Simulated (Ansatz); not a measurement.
# LiF: the band gap up the ladder of functionals

An exercise on one series of results from a longer session: the logs are not shown, and one member is left open.

The runs shown are made with Ansatz 0.2.0. PAW datasets, plane waves. All values are calculated for a non-magnetic cell, which may be hypothetical.

## Starting point

The cell was relaxed beforehand with r2SCAN.

Space group F-43m (No. 216), cubic; conventional cell a = 4.289 Å, 9.86 Å³ an atom. Around Li lie 4 F at 1.86 Å; around F lie 4 Li at 1.86 Å.

Structure file:

```cif
data_structure
_symmetry_space_group_name_H-M 'F-43m'
_symmetry_Int_Tables_number 216
_cell_length_a 4.2892
_cell_length_b 4.2892
_cell_length_c 4.2892
_cell_angle_alpha 90.000
_cell_angle_beta 90.000
_cell_angle_gamma 90.000
_cell_volume 78.91
loop_
_atom_site_label
_atom_site_type_symbol
_atom_site_symmetry_multiplicity
_atom_site_Wyckoff_symbol
_atom_site_fract_x
_atom_site_fract_y
_atom_site_fract_z
_atom_site_occupancy
Li1 Li 4 a 0.00000 0.00000 0.00000 1
F1 F 4 d 0.25000 0.25000 0.75000 1
```

Set-up of the first run:

The input, input.yaml:

```yaml
crystal:
  lattice:
    - [0.0, 2.1446105349, 2.1446105349]
    - [2.1446105349, 0.0, 2.1446105349]
    - [2.1446105349, 2.1446105349, 0.0]
  atoms:
    - { symbol: Li, position: [0.0, 0.0, 0.0] }
    - { symbol: F, position: [0.25, 0.25, 0.25] }
kpoints:
  mp_grid: { grid: [10, 10, 10] }
  band_path:
    path:
      - [[0.0, 0.0, 0.0], [-0.5, -0.5, -6.812246555036e-35], [-0.375, -0.375, 0.25]]
      - [[-0.375, -2.731387671749e-17, 0.375], [0.0, 0.0, 0.0], [1.713024531571e-17, 1.713024531571e-17, 0.5], [-0.5, -0.25, 0.25], [-0.5, -0.5, -6.812246555036e-35]]
    npoints: 10
hamiltonian:
  xc: pbe
scf:
  occupations: { method: fermi_dirac, width: 0.02 }
  n_extra_bands: 4
output:
  forces: true
  stress: true
  eigenvalues: true
```

Started as:

```console
$ ansatz run input.yaml --threads 2 --pin off --max-ram 2211MiB --backend cpu --events-out ev --progress --plain --runs-dir out
```

Steps of the session up to this table: PBE bands along the symmetry lines; r2SCAN; HSE06 at the same geometry; PBE0; LDA; G0W0 on PBE; DDH-PBE0 at the same geometry; LC-ωPBE; Single point with Hartree-Fock.

One of the session's tables, all rows but one given; the rest of the session is left out.

| level | gap (eV) |
| --- | --- |
| PBE | 7.93 |
| r2SCAN | 8.66 |
| HSE06 | 10.11 |
| PBE0 | ? |
| LDA | 7.62 |
| G0W0@PBE (58 empty bands) | 12.01 |
| G0W0@PBE (146 empty bands) | 12.25 |
| DDH-PBE0 | 14.25 |
| LC-ωPBE | 15.81 |
| Hartree-Fock | 19.95 |

Estimate the missing values for PBE0.

The run gave: gap (eV): 10.88. In the column «gap (eV)» it lies between HSE06 (10.11) and G0W0@PBE (58 empty bands) (12.01).

Meshes: PBE 10×10×10, r2SCAN 10×10×10, HSE06 8×8×8, PBE0 8×8×8, LDA 10×10×10, DDH-PBE0 8×8×8, LC-ωPBE 8×8×8, Hartree-Fock 8×8×8.

What this shows: The gap runs from 7.62 eV (LDA) to 19.95 eV (Hartree-Fock). Against G0W0@PBE, PBE is short by 4.32 eV, at 65 % of it, and r2SCAN 71 %. PBE0 lies 0.77 eV above HSE06, which differs from it by screening the long-range exchange. Hartree-Fock lies above G0W0@PBE by 7.7 eV. The G0W0 figures hold for the stated bands, cutoff and mesh and aren't extrapolated.

Limits of these values: Warnings in the runs' records: stress scf threshold loose, stress exchange threshold loose.
